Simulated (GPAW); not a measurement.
BaTiO3:

```
Ba Ti O
1.0
     2.82737    1.63238    2.31839
    -2.82737    1.63238    2.31839
     0.00000   -3.26476    2.31839
Ba Ti O
1 1 3
Direct
  0.00000 0.00000 0.00000
  0.48450 0.48450 0.48450
  0.50860 0.01750 0.50860
  0.01750 0.50860 0.50860
  0.50860 0.50860 0.01750
```

Base run:

| Quantity | Value |
| --- | --- |
| Program | GPAW 26.7.0 |
| Functional | PBEsol |
| Potentials or basis | PAW data sets generated in the run's folder for this functional |
| Cutoff | 800 eV |
| Basis | pw |
| k mesh | 5 × 5 × 5 |
| Occupations | fermi-dirac, width 0.05 eV |
| Spin | no spin polarisation |
| Hubbard terms | Ti d U = 1 eV |

Its results: band gap on the k mesh 2.60 eV, indirect (least direct gap 2.87 eV); pressure 0.8 GPa; largest force 0.405 eV/Å.

**Question.** The run is repeated on the same cell with these changes: hubbard terms from Ti d U = 1 eV to Ti d U = 2 eV. What comes out?

**Answer.** Band gap on the k mesh 2.72 eV, indirect (least direct gap 2.99 eV); pressure 1.3 GPa; largest force 0.621 eV/Å.

Caveats: spin-orbit coupling is left out, which moves the levels of the heavy elements; the mesh misses the band edges, which the band path finds closer together.
